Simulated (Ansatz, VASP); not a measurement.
Two plane-wave programs on BeTe

```
CELL_PARAMETERS angstrom
-1.62506 2.24943 3.13037
1.62506 -2.24943 3.13037
1.62506 2.24943 -3.13037
ATOMIC_POSITIONS crystal
Be 0.50000 0.50000 0.00000
Te 0.00000 0.00000 0.00000
```

Alike in both runs: task single point; functional PBE; k mesh 6 × 6 × 6; occupations gaussian, width 0.1 eV; no spin polarisation.

|  | VASP | Ansatz |
| --- | --- | --- |
| version | VASP 6.6.1 | Ansatz 0.2.0 |
| potentials or method | VASP PAW PBE potentials, release 64 (Be, Te) | scalar-relativistic, plane waves, PAW |
| plane-wave cutoff (eV) | 520 | 420 |
| valence electrons in the cell | 8 | 18 |

```tsv
	VASP	Ansatz	Ansatz less VASP
gap on the k mesh at the Fermi level (eV)	none	none	-
pressure (GPa)	-5.4	-5.4	-0.02
largest component of the traceless stress (GPa)	9.93	9.94	+0.007
```

A gap of «none» marks a metal or a gap that the smearing closes. The two sets of potentials don't hold the same shells in valence.

Caveats: the k mesh is coarse (spacing up to 0.40 Å⁻¹), so the values aren't converged. Spin-orbit coupling is left out, which matters for the levels of Te.
